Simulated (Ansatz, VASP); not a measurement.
One calculation of Be, two programs

Contents of INCAR:

```
PREC = Accurate ; ENCUT = 520
EDIFF = 1E-6 ; ISMEAR = 0
SIGMA = 0.15 ; LREAL = F
LASPH = T ; NELM = 60
ALGO = Fast ; ISIF = 2
LWAVE = F ; LCHARG = F
GGA = PS ; NBANDS = 9
```

Contents of KPOINTS:

```
regular mesh
0
Gamma
  24 24 14
```

Contents of POSCAR:

```
Be
1.0
    2.2995019849      0.0000000000      0.0000000000
   -1.1497509925      1.9914271350      0.0000000000
    0.0000000000      0.0000000000      3.6009000000
Be
2
Direct
    0.2580104669      0.5160209339      0.2500000000
    0.6666666667      0.3333333333      0.7500000000
```

Input for Ansatz:

```yaml
crystal:
  lattice:
    - [2.2995019849, 0.0, 0.0]
    - [-1.1497509925, 1.991427135, 0.0]
    - [0.0, 0.0, 3.6009]
  atoms:
    - { symbol: Be, position: [0.2580104669, 0.5160209339, 0.25] }
    - { symbol: Be, position: [0.6666666667, 0.3333333333, 0.75] }
basis:
  ecutwfc: 420
kpoints:
  mp_grid: { grid: [24, 24, 14] }
hamiltonian:
  xc: pbesol
scf:
  occupations: { method: gaussian, width: 0.15 }
output:
  forces: true
  stress: true
  eigenvalues: true
```

Alike in both runs: task single point; functional PBEsol; k mesh 24 × 24 × 14; occupations gaussian, width 0.15 eV; no spin polarisation.

|  | VASP | Ansatz |
| --- | --- | --- |
| version | VASP 6.6.1 | Ansatz 0.2.0 |
| potentials or method | VASP PAW PBE potentials, release 64 (Be) | scalar-relativistic, plane waves, PAW |
| plane-wave cutoff (eV) | 520 | 420 |
| valence electrons in the cell | 4 | 4 |

Ansatz gave:

| Quantity | Value |
| --- | --- |
| gap on the k mesh at the Fermi level (eV) | none |
| pressure (GPa) | -4.5 |
| largest component of the traceless stress (GPa) | 8.14 |
| rms of the force components (eV/Å) | 0.354 |

**Question.** Which values does VASP return?

**Answer.** gap on the k mesh at the Fermi level (eV): none; pressure (GPa): -4.2; largest component of the traceless stress (GPa): 8.23; rms of the force components (eV/Å): 0.355.

Atom by atom the forces differ by 0.001 eV/Å (rms over components). A gap of «none» marks a metal or a gap that the smearing closes. With one functional, cell and mesh, what is left measures potentials, basis and numerics.

Caveats: the PAW data sets were made with another functional, which shifts forces and pressure a little (VASP).
